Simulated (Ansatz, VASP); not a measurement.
## One calculation of AgCl, two programs

Contents of INCAR:

```
ALGO = Normal
EDIFF = 1E-7
ENCUT = 520
GGA = PS
ISIF = 2
ISMEAR = 0
LASPH = True
LCHARG = True
LELF = True
LREAL = False
LVHAR = True
LWAVE = False
NBANDS = 16
NELM = 80
PREC = Accurate
SIGMA = 0.01
```

File KPOINTS:

```
k-points
0
Gamma
  5 5 5
```

The input POSCAR:

```
AgCl
1.0
    3.4339730000      0.0000000000      0.0000000000
    0.0000000000      3.4339730000      0.0000000000
    0.0000000000      0.0000000000      3.4339730000
Ag Cl
1 1
Direct
    0.0000000000      0.0029120788      0.0000000000
    0.5000000000      0.5000000000      0.5000000000
```

Input for Ansatz:

```yaml
crystal:
  lattice:
    - [3.433973, 0.0, 0.0]
    - [0.0, 3.433973, 0.0]
    - [0.0, 0.0, 3.433973]
  atoms:
    - { symbol: Ag, position: [0.0, 0.0029120788078415296, 0.0] }
    - { symbol: Cl, position: [0.5, 0.5, 0.5] }
basis:
  ecutwfc: 550.0
kpoints:
  mp_grid:
    grid: [5, 5, 5]
hamiltonian:
  xc: pbesol
  pseudopotentials:
    kind: paw
scf:
  convergence:
    dr2_threshold: 1.0e-07
  occupations:
    method: fixed
output:
  polarization:
    string_points: 8
```

Measurements of this composition are mostly on another form, of space group No. 225.

Alike in both runs: task single point; functional PBEsol; k mesh 5 × 5 × 5; no spin polarisation.

|  | VASP | Ansatz |
| --- | --- | --- |
| version | VASP 6.6.1 | Ansatz 0.2.0 |
| potentials or method | VASP PAW PBE potentials, release 64 (Ag, Cl) | plane waves, PAW |
| plane-wave cutoff (eV) | 520 | 550 |
| occupations | gaussian, width 0.01 eV | fixed |
| valence electrons in the cell | 18 | 26 |

```csv
,VASP,Ansatz,Ansatz less VASP
gap on the k mesh at the Fermi level (eV),0.51,0.51,0.000
```

The two sets of potentials don't hold the same shells in valence.

Caveats: an odd mesh through Γ misses points on the zone boundary, where band edges often lie. Expect the measured gap to be larger: semilocal functionals such as PBEsol lack the derivative discontinuity.
